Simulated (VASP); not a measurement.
**KCl: single point with PBE**

KCl:

```
CELL_PARAMETERS angstrom
3.83920 0.00000 0.00000
0.00000 3.83920 0.00000
0.00000 0.00000 3.83920
ATOMIC_POSITIONS crystal
K 0.98999 0.00563 0.00820
Cl 0.49173 0.49777 0.50063
```

The cell comes from a database or a generator and needn't be the stable form of this composition.

The cell isn't the ideal one: atoms moved at random, drawn with an rms of 0.05 Å.

| Item | Value |
| --- | --- |
| Program | VASP 6.6.1 |
| Task | single point |
| Functional | PBE |
| Potentials or basis | VASP PAW PBE potentials, release 64 (K_sv, Cl) |
| Cutoff | 520 eV |
| k mesh | 7 × 7 × 7 |
| Occupations | fermi-dirac, width 0.05 eV |
| Spin | no spin polarisation |
| Further INCAR settings | ALGO = Normal; EDIFF = 1e-07; NBANDS = 15 |

| Quantity | Value |
| --- | --- |
| Pressure | 0.0 GPa |
| Largest force | 0.027 eV/Å |
| Band gap on the k mesh | 4.82 eV, indirect (least direct gap 5.00 eV) |

Forces in eV/Å, atoms in the order of the input:
```
K    0.004 -0.019 -0.019
Cl  -0.004  0.019  0.019
```

Levels at points of the mesh, in eV from the valence-band top:
| k point | band 5 | band 6 | band 7 | band 8 | band 9 | band 10 | band 11 | band 12 |
| --- | --- | --- | --- | --- | --- | --- | --- | --- |
| (0.00, 0.00, 0.00) | -11.43 | -0.18 | -0.18 | -0.18 | 4.82 | 6.59 | 6.59 | 10.66 |

Wall time 90 s on 1 thread of Intel(R) Xeon(R) Platinum 8488C (Sapphire Rapids), with other jobs on the host, peak memory 0.26 GiB.

Caveat: an odd mesh through Γ misses points on the zone boundary, where band edges often lie.
